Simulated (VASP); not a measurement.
A run of VASP 6.6.1 is set up as follows.

INCAR

```
ALGO = Normal
EDIFF = 1E-7
ENCUT = 520
ISIF = 2
ISMEAR = 0
LASPH = True
LCHARG = False
LMAXMIX = 4
LMIXTAU = True
LREAL = False
LWAVE = False
METAGGA = R2SCAN
NELM = 60
PREC = Accurate
SIGMA = 0.02
```

File KPOINTS:

```
k-points
0
Gamma
  8 8 8
```

The input POSCAR:

```
ZrO2
1.0
    0.0000000000      2.5328900000      2.5328900000
    2.5328900000      0.0000000000      2.5328900000
    2.5328900000      2.5328900000      0.0000000000
Zr O
1 2
Direct
    0.0000000000      0.0000000000      0.0000000000
    0.2500000000      0.2500000000      0.2500000000
    0.7500000000      0.7500000000      0.7500000000
```

Contents of KPOINTS_OPT:

```
path GXWKGLUWLK,UX
10
line-mode
reciprocal
 0.0000000000  0.0000000000  0.0000000000  G
 0.5000000000  0.0000000000  0.5000000000  X

 0.5000000000  0.0000000000  0.5000000000  X
 0.5000000000  0.2500000000  0.7500000000  W

 0.5000000000  0.2500000000  0.7500000000  W
 0.3750000000  0.3750000000  0.7500000000  K

 0.3750000000  0.3750000000  0.7500000000  K
 0.0000000000  0.0000000000  0.0000000000  G

 0.0000000000  0.0000000000  0.0000000000  G
 0.5000000000  0.5000000000  0.5000000000  L

 0.5000000000  0.5000000000  0.5000000000  L
 0.6250000000  0.2500000000  0.6250000000  U

 0.6250000000  0.2500000000  0.6250000000  U
 0.5000000000  0.2500000000  0.7500000000  W

 0.5000000000  0.2500000000  0.7500000000  W
 0.5000000000  0.5000000000  0.5000000000  L

 0.5000000000  0.5000000000  0.5000000000  L
 0.3750000000  0.3750000000  0.7500000000  K

 0.6250000000  0.2500000000  0.6250000000  U
 0.5000000000  0.0000000000  0.5000000000  X
```

Potentials or basis: VASP PAW PBE potentials, release 64 (Zr_sv, O).

Command:

```bash
$ cat potpaw_PBE.64/Zr_sv/POTCAR potpaw_PBE.64/O/POTCAR > POTCAR
$ mpirun -np 1 vasp_std > vasp.out
```

Q: Predict the pressure.

A: 4.1 GPa.

Q: Estimate the band gap on the k mesh.

A: 3.91 eV, indirect (least direct gap 4.33 eV).

Levels at the corners of the path, in eV from the valence-band top:
```tsv
point	band 9	band 10	band 11	band 12	band 13	band 14	band 15	band 16
Γ	-5.40	-0.55	-0.55	-0.55	3.91	3.91	7.29	10.15
X	-3.25	-1.54	-1.54	0.00	4.33	5.33	6.52	7.95
X	-3.25	-1.54	-1.54	0.00	4.33	5.33	6.52	7.95
W	-2.45	-2.45	-1.40	-0.22	4.97	5.17	6.96	6.96
W	-2.45	-2.45	-1.40	-0.22	4.97	5.17	6.96	6.96
K	-3.16	-2.27	-1.23	-0.35	4.56	5.33	6.85	7.37
K	-3.16	-2.27	-1.23	-0.35	4.56	5.33	6.85	7.37
Γ	-5.40	-0.55	-0.55	-0.55	3.91	3.91	7.29	10.15
Γ	-5.40	-0.55	-0.55	-0.55	3.91	3.91	7.29	10.15
L	-2.62	-2.51	-1.69	-1.69	4.55	4.55	6.76	9.20
L	-2.62	-2.51	-1.69	-1.69	4.55	4.55	6.76	9.20
U	-3.16	-2.27	-1.23	-0.35	4.56	5.33	6.85	7.37
U	-3.16	-2.27	-1.23	-0.35	4.56	5.33	6.85	7.37
W	-2.45	-2.45	-1.40	-0.22	4.97	5.17	6.96	6.96
W	-2.45	-2.45	-1.40	-0.22	4.97	5.17	6.96	6.96
L	-2.62	-2.51	-1.69	-1.69	4.55	4.55	6.76	9.20
L	-2.62	-2.51	-1.69	-1.69	4.55	4.55	6.76	9.20
K	-3.16	-2.27	-1.23	-0.35	4.56	5.33	6.85	7.37
U	-3.16	-2.27	-1.23	-0.35	4.56	5.33	6.85	7.37
X	-3.25	-1.54	-1.54	0.00	4.33	5.33	6.52	7.95
```

Caveat: the PAW data sets were made with another functional, which shifts forces and pressure a little. r2SCAN opens gaps a little over a GGA but as a rule still falls short of measured ones.
